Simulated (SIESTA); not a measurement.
# BaTiO3: band structure with BLYP

The system is BaTiO3.

```
CELL_PARAMETERS angstrom
3.99980 0.00000 0.00000
0.00000 3.99980 0.00000
0.00000 0.00000 4.01800
ATOMIC_POSITIONS crystal
Ba 0.00000 0.00000 0.00000
Ti 0.50000 0.50000 0.49000
O 0.00000 0.50000 0.51700
O 0.50000 0.00000 0.51700
O 0.50000 0.50000 0.01900
```

| Quantity | Value |
| --- | --- |
| Program | SIESTA 5.4.2 |
| Task | band structure |
| Functional | BLYP |
| Potentials or basis | PseudoDojo 0.4 standard (PBE files) |
| Basis | DZP (energy shift 0.003 Ry; two zetas on semicore shells; d shell added on Ba) |
| Grid cutoff | 800 Ry |
| Energy shift | 0.003 Ry |
| k mesh | 7 × 7 × 7 |
| Occupations | fermi-dirac, width 0.05 eV |
| Spin | no spin polarisation |

```yaml
Pressure: 10.8 GPa
Largest_force: 0.139 eV/Å
Band_gap_on_the_k_mesh: 1.85 eV, indirect (least direct gap 2.02 eV)
Band_gap_along_the_path: 1.76 eV, indirect (least direct gap 2.02 eV)
```

Forces in eV/Å, atoms in the order of the input:
```
Ba   0.000  0.000  0.120
Ti   0.000  0.000 -0.041
O    0.000  0.000 -0.108
O    0.000  0.000 -0.108
O    0.000  0.000  0.139
```

Stress tensor (GPa, compression positive):
```
10.44  0.00  0.00
 0.00 10.44  0.00
 0.00  0.00 11.41
```

Levels at the corners of the path, in eV from the valence-band top:
```tsv
point	band 16	band 17	band 18	band 19	band 20	band 21	band 22	band 23	band 24	band 25
Γ	-1.20	-1.11	-0.28	-0.26	-0.26	1.76	1.98	1.98	3.95	4.04
X	-1.89	-1.83	-1.71	-0.92	-0.81	2.11	3.48	3.51	4.02	5.88
M	-2.70	-1.77	-0.96	-0.96	-0.08	3.52	3.52	3.93	4.70	7.67
Γ	-1.20	-1.11	-0.28	-0.26	-0.26	1.76	1.98	1.98	3.95	4.04
Z	-1.95	-1.90	-1.90	-0.67	-0.67	1.91	3.54	3.54	3.96	6.02
R	-2.66	-1.72	-0.88	-0.87	-0.16	3.50	3.55	3.91	4.81	7.65
A	-2.46	-2.43	-0.09	-0.09	0.00	4.16	4.16	4.17	6.72	6.92
Z	-1.95	-1.90	-1.90	-0.67	-0.67	1.91	3.54	3.54	3.96	6.02
X	-1.89	-1.83	-1.71	-0.92	-0.81	2.11	3.48	3.51	4.02	5.88
R	-2.66	-1.72	-0.88	-0.87	-0.16	3.50	3.55	3.91	4.81	7.65
M	-2.70	-1.77	-0.96	-0.96	-0.08	3.52	3.52	3.93	4.70	7.67
A	-2.46	-2.43	-0.09	-0.09	0.00	4.16	4.16	4.17	6.72	6.92
```

Wall time 2.2 min on 1 thread of Arm Neoverse V1, on a shared host, peak memory 0.49 GiB.

Caveat: this set's barium file shifts pressures by up to 1 GPa against other sets; the potentials were made for another functional, which shifts forces and pressure; spin-orbit coupling is left out, which moves the levels of the heavy elements; the mesh misses the band edges, which the band path finds closer together; the basis of atomic orbitals isn't converged, which shifts pressures, moduli and gaps.
